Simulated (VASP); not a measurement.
Here is the system:

```yaml
crystal:
  lattice:
    - [-2.79024, 2.79024, 5.61053]
    - [2.79024, -2.79024, 5.61053]
    - [2.79024, 2.79024, -5.61053]
  atoms:
    - { symbol: In, position: [0.50000, 0.50000, 0.00000] }
    - { symbol: In, position: [0.25000, 0.75000, 0.50000] }
    - { symbol: Cu, position: [0.00000, 0.00000, 0.00000] }
    - { symbol: Cu, position: [0.75000, 0.25000, 0.50000] }
    - { symbol: S, position: [0.87500, 0.90416, 0.52916] }
    - { symbol: S, position: [0.09584, 0.62500, 0.97084] }
    - { symbol: S, position: [0.37500, 0.34584, 0.47084] }
    - { symbol: S, position: [0.65416, 0.12500, 0.02916] }
```

Computed with PBE GGA, VASP's PBE PAW potentials (set 64) (plane waves; VASP). Settings: 400 eV cut-off, 9×9×9 Γ-centred mesh, tetrahedra with Blöchl corrections, potentials In_d Cu S.

The cores are frozen, which limits the accuracy of field gradients.

Q: Give the principal components of the electric field gradient (V/Å²) and the asymmetry η at each nucleus.

A: 
| atom | Vxx | Vyy | Vzz | η |
|---|---|---|---|---|
| In1 | -1.8 | -1.8 | 3.5 | 0.00 |
| In2 | -1.8 | -1.8 | 3.5 | 0.00 |
| Cu3 | -0.8 | -0.8 | 1.6 | 0.01 |
| Cu4 | -0.8 | -0.8 | 1.6 | 0.01 |
| S5 | 49.8 | 14.7 | -64.5 | 0.54 |
| S6 | 49.8 | 14.7 | -64.5 | 0.54 |
| S7 | 49.8 | 14.7 | -64.5 | 0.54 |
| S8 | 49.8 | 14.7 | -64.5 | 0.54 |

The compound is CuInS2 in the chalcopyrite structure. It was relaxed first.
